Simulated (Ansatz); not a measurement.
Ionic part of the dielectric constant of BN at 3 GPa, mode by mode

Computed with Ansatz, DFT PBE+D3(BJ), scalar-relativistic, plane waves, PAW. Plane waves to 420 eV; Γ-centred k mesh 12×12×12; fixed occupations. No spin polarisation. Phonons by linear response, acoustic sum rule imposed.

It takes space group R3m (No. 160, trigonal). The conventional cell has a = 2.499 Å, b = 2.499 Å, c = 9.230 Å, α = 90.00°, β = 90.00°, γ = 120.00°. B (site symmetry 3m) is surrounded by 3 N at 1.44 Å. Around N (site symmetry 3m) lie 3 B at 1.44 Å.

The primitive cell has V = 16.64 Å³ and ε∞,zz = 2.998. Each polar mode adds Δε = (4.92064×10⁷/V)·S/ν² along z, with S its oscillator strength in e²/amu, ν in cm⁻¹ and V in Å³.

Question: From these modes, find each Δε and ε0,zz.
```json
{"ν (cm⁻¹)": "730.8", "S_zz (e²/amu)": "0.1158"}
```

Answer:
| ν (cm⁻¹) | Δε |
| --- | --- |
| 730.8 | 0.64 |

The sum is 0.641, so ε0,zz = 3.64; the run's tensor has 3.64.

Question: Where do the longitudinal modes lie for a wave vector along z?

Answer: At 805 cm⁻¹. The Lyddane–Sachs–Teller product Π(ν_LO/ν_TO)² = 1.21 matches ε0/ε∞ = 1.21.

This form isn't the usual stable structure of the compound at low pressure.

Cost: 1 run of about 0.65 core-minutes, on Arm Neoverse V2 (shared hosts).